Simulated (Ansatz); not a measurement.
## HgTe in Ansatz: the effect of functional

HgTe:

```
CELL_PARAMETERS angstrom
-3.10534 3.10534 1.58999
3.10534 -3.10534 1.58999
3.10534 3.10534 -1.58999
ATOMIC_POSITIONS crystal
Hg 0.75000 0.25000 0.50000
Te 0.00000 0.00000 0.00000
```

Measurements of this composition are mostly on another form, of space group No. 216.

The cell isn't the ideal one: volume scaled by 1.06.

Alike in all runs:

| Item | Value |
| --- | --- |
| Program | Ansatz 0.2.0 |
| Task | single point |
| Potentials or basis | Ansatz PAW |
| k mesh | 10 × 10 × 10 |
| Occupations | fermi-dirac, width 0.05 eV |
| Spin | no spin polarisation |

```csv
functional,cutoff,pressure (GPa)
LDA,420 eV (not typed: the program's choice for these potentials),?
PBEsol,420 eV (not typed: the program's choice for these potentials),-5.0
r2SCAN,500 eV (not typed: the program's choice for these potentials),-3.1
```

Question: What does the run with functional LDA give?

Answer: Pressure -6.5 GPa.

Caveats: the PAW data sets come from PBE, with cores solved anew for the run's functional, which leaves a small shift of forces and pressure.

Runs at the PBE level aren't shown here.
